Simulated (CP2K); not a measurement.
# PbO2 under changes of volume

One of the cells (13.151 Å³/atom); the others are scaled copies at fixed shape and fractional positions:

```
Pb O
1.0
     3.82119    0.00000    0.00000
     1.91060    3.30925    0.00000
     1.91060    1.10308    3.11999
Pb O
1 2
Direct
  0.00000 0.00000 0.00000
  0.75000 0.75000 0.75000
  0.25000 0.25000 0.25000
```

The cell comes from a database or a generator and needn't be the stable form of this composition.

```yaml
Program: CP2K 2026.2
Functional: LDA
Potentials_or_basis: GTH_POTENTIALS Pb GTH-PADE-q4, O GTH-PADE-q6; TZVP-MOLOPT-PBE-GTH basis
Density_cutoff: 8163 eV
k_mesh: 9 × 9 × 9
Occupations: fermi-dirac, width 0.1 eV
Spin: no spin polarisation
```

```tsv
volume (Å³/atom)	energy over the lowest point (meV/atom)	pressure (GPa)
12.362	0.00	-3.8
12.625	8.82	-6.8
12.888	22.16	-9.4
13.151	39.53	-11.6
13.414	60.45	-13.6
13.677	84.49	-15.4
13.940	?	?
```

What does the run at 13.940 Å³/atom give?

Energy over the lowest point 111.26 meV/atom; pressure -16.9 GPa.

Worked out: A Birch-Murnaghan fit of order 3 (a polynomial in V^(-2/3)) to the other rows has its minimum at 12.06 Å³/atom, just outside them, with B0 = V·E''(V) = 165 GPa and B' = 4.7. It gives 111.30 meV/atom at 13.940 Å³/atom, against the run's 111.26, and -dE/dV = -17.1 GPa, against -16.9.

Energies are extrapolated to zero smearing.

Caveats: the basis of atomic orbitals isn't converged, which shifts pressures, moduli and gaps.
